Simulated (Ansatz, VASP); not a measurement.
# MgS: VASP beside Ansatz

Contents of INCAR:

```
SYSTEM = MgS
PREC = Accurate
ENCUT = 520
EDIFF = 1E-6
ISMEAR = 0
SIGMA = 0.1
LREAL = .FALSE.
LASPH = .TRUE.
NELM = 100
ALGO = Normal
ISIF = 2
LWAVE = .FALSE.
LCHARG = .FALSE.
GGA = PE
NBANDS = 16
```

KPOINTS

```
Automatic mesh
0
G
  6 4 4
  0 0 0
```

Contents of POSCAR:

```
MgS
1.0
    3.8518321234      0.0000000000      0.0000000000
    0.0000000000      5.1544036286      0.0000000000
    0.0000000000      0.0000000000      4.0968186339
Mg S
2 2
Direct
    0.5000000000      0.5000000000      0.1622021510
    0.0000000000      0.0000000000      0.8377978490
    0.5000000000      0.0000000000      0.2963185513
    0.0000000000      0.5000000000      0.7036814487
```

Input for Ansatz:

```yaml
crystal:
  lattice:
    - [3.8518321234, 0.0, 0.0]
    - [0.0, 5.1544036286, 0.0]
    - [0.0, 0.0, 4.0968186339]
  atoms:
    - { symbol: Mg, position: [0.5, 0.5, 0.162202151] }
    - { symbol: Mg, position: [0.0, 0.0, 0.837797849] }
    - { symbol: S, position: [0.5, 0.0, 0.2963185513] }
    - { symbol: S, position: [0.0, 0.5, 0.7036814487] }
basis:
  ecutwfc: 420
kpoints:
  mp_grid: { grid: [6, 4, 4] }
hamiltonian:
  xc: pbe
scf:
  occupations: { method: gaussian, width: 0.1 }
output:
  forces: true
  stress: true
  eigenvalues: true
```

Alike in both runs: task single point; functional PBE; k mesh 6 × 4 × 4; occupations gaussian, width 0.1 eV; no spin polarisation.

```csv
,VASP,Ansatz
version,VASP 6.6.1,Ansatz 0.2.0
potentials or method,"VASP PAW PBE potentials, release 64 (Mg, S)","scalar-relativistic, plane waves, PAW"
plane-wave cutoff (eV),520,420
valence electrons in the cell,16,32
```

```tsv
	VASP	Ansatz	Ansatz less VASP
gap on the k mesh at the Fermi level (eV)	2.14	2.16	+0.018
least direct gap on the mesh (eV)	2.14	2.16	+0.018
pressure (GPa)	-6.8	-6.5	+0.25
largest component of the traceless stress (GPa)	3.81	3.85	+0.037
rms of the force components (eV/Å)	0.298	0.297	-0.0008
```

Atom by atom the forces differ by 0.003 eV/Å (rms over components). With one functional, cell and mesh, what is left measures potentials, basis and numerics. The two sets of potentials don't hold the same shells in valence.

A k mesh can miss the band edges.
